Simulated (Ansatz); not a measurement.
TiB$_{2}$: pressure against volume

TiB$_{2}$, P6/mmm, a = 3.032 Å, c = 3.223 Å. The structure is a COD entry; whether it is the stable form wasn't checked. Ansatz: PBE, PAW, 420 eV, Γ-centred 15×15×14 mesh on 3 atoms, Gaussian smearing 0.10 eV; no spin polarisation. Shape and atoms are relaxed at each volume; pressure is positive in compression.

```tsv
V (Å³/atom)	P (GPa)
7.528	?
7.785	28.43
8.042	17.53
8.298	8.13
8.555	0.04
8.811	-6.95
9.068	-12.98
9.410	-19.75
```

Q: Take V0 = 8.555 Å³/atom, count pressures from its P0 = 0.04 GPa, fit the third-order Birch–Murnaghan form to the other rows, and predict the missing pressure.

A: With the Eulerian strain f = ½[(V0/V)^(2/3) − 1] and y = (P − P0)/[3f(1 + 2f)^(5/2)], the form is the line y = B0 + 1.5 B0 (B0′ − 4) f. Rows (f, y): 0.03245, 249.2; 0.02104, 250.0; 0.01027, 249.6; -0.00973, 251.5; -0.01904, 251.2; -0.03077, 251.3. Means f = 0.0007033, y = 250.47; Σ(Δf)² = 0.003002, ΣΔfΔy = -0.1095; the slope is their ratio. y = 250.5 − 36.47 f GPa, so B0 = 250.5 GPa and B0′ = 4 + 2 × (-36.47)/(3 × 250.5) = 3.90. At V = 7.528, f = 0.04450, y = 248.88 and P = 41.16 GPa. The run gave 41.10 GPa, so the fit is 0.06 GPa too high, a small miss on the scale of the series.